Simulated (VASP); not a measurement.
## Results of a VASP single-point calculation on GaP (strained zincblende)

POSCAR

```
Ga P
 1.0000000000000000
     0.0000000000000000    2.7253992946999999    2.7253992946999999
     2.6436373157999999    0.0000000000000000    2.7253992946999999
     2.6436373157999999    2.7253992946999999    0.0000000000000000
 Ga  P
   1   1
Cartesian
  0.0000000000000000  0.0000000000000000  0.0000000000000000
  1.3218186579000000  1.3626996473499999  1.3626996473499999
```

```json
{
 "gap between bands v and c": "1.25 eV",
 "least direct gap": "1.96 eV"
}
```

Band v is the last that the valence electrons fill when counted band by band, and c is the next. Levels in eV from the top of v:

```tsv
point	v−1	v	c	c+1
Γ	-0.17	0.00	1.96	3.73
X	-2.83	-2.81	1.55	1.78
K	-4.21	-2.38	2.14	4.87
L	-1.40	-1.15	1.63	4.48
W	-3.83	-3.69	4.80	5.11
```

Which of these levels of theory gave these results?
A. PBE0
B. PBEsol
C. PBE
D. PBE with spin–orbit coupling
E. LDA
F. HSE06
G. r²SCAN

C.

The INCAR was:

```
LELF = .TRUE.
EDIFF = 1E-7
LREAL = .FALSE.
ISMEAR = -1
PREC = Accurate
NELM = 120
SIGMA = 0.02
NBANDS = 16
LCHARG = .TRUE.
LASPH = .TRUE.
NSW = 0
GGA = PE
LWAVE = .FALSE.
IBRION = -1
ISIF = 2
ENCUT = 520
```
